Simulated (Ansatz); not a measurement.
**ZrSe2 under changes of volume**

One of the cells (25.784 Å³/atom); the others are scaled copies at fixed shape and fractional positions:

```xyz
3
Lattice="3.7980 0.0000 0.0000 -1.8990 3.2892 0.0000 0.0000 0.0000 6.1920" Properties=species:S:1:pos:R:3 pbc="T T T"
Zr    0.0000    0.0000    0.0000
Se    1.8990    1.0964    4.6440
Se    0.0000    2.1928    1.5480
```

- Program: Ansatz 0.2.0
- Functional: LDA
- Potentials or basis: Ansatz PAW
- Cutoff: 420 eV (not typed: the program's choice for these potentials)
- k mesh: 8 × 8 × 5
- Occupations: fermi-dirac, width 0.05 eV
- Spin: no spin polarisation

| volume (Å³/atom) | energy over the lowest point (meV/atom) | pressure (GPa) | gap on the mesh (eV) | largest force (eV/Å) |
| --- | --- | --- | --- | --- |
| 24.237 | ? | ? | ? | ? |
| 24.753 | 0.00 | 0.1 | 0.29 | 0.370 |
| 25.268 | 2.48 | -1.6 | 0.31 | 0.135 |
| 25.784 | 10.21 | -3.2 | 0.33 | 0.083 |
| 26.300 | 22.67 | -4.6 | 0.35 | 0.285 |
| 26.815 | 39.38 | -5.8 | 0.37 | 0.473 |
| 27.331 | 59.90 | -6.9 | 0.39 | 0.648 |

Q: What does the run at 24.237 Å³/atom give?

A: Energy over the lowest point 3.37 meV/atom; pressure 2.0 GPa; gap on the mesh 0.26 eV; largest force 0.624 eV/Å.

Worked out: A Birch-Murnaghan fit of order 3 (a polynomial in V^(-2/3)) to the other rows has its minimum at 24.78 Å³/atom with B0 = V·E''(V) = 87 GPa and B' = 4.2 at fixed shape and positions, which overstates the stiffness. It gives 3.38 meV/atom at 24.237 Å³/atom, against the run's 3.37, and -dE/dV = 2.0 GPa, against 2.0. A straight line through the other rows of the gap, of slope 1.01 eV per unit of ln V, extrapolates to 0.27 eV, against the run's 0.26.

Energies are extrapolated to zero smearing.

Caveats: odd divisions of the mesh miss points on the zone boundary, where band edges often lie, so the gap on the mesh can be too wide; the PAW data sets come from PBE, with cores solved anew for the run's functional, which leaves a small shift of forces and pressure.

A mesh can miss the band edges. Spin-orbit coupling on Se, Zr is left out.
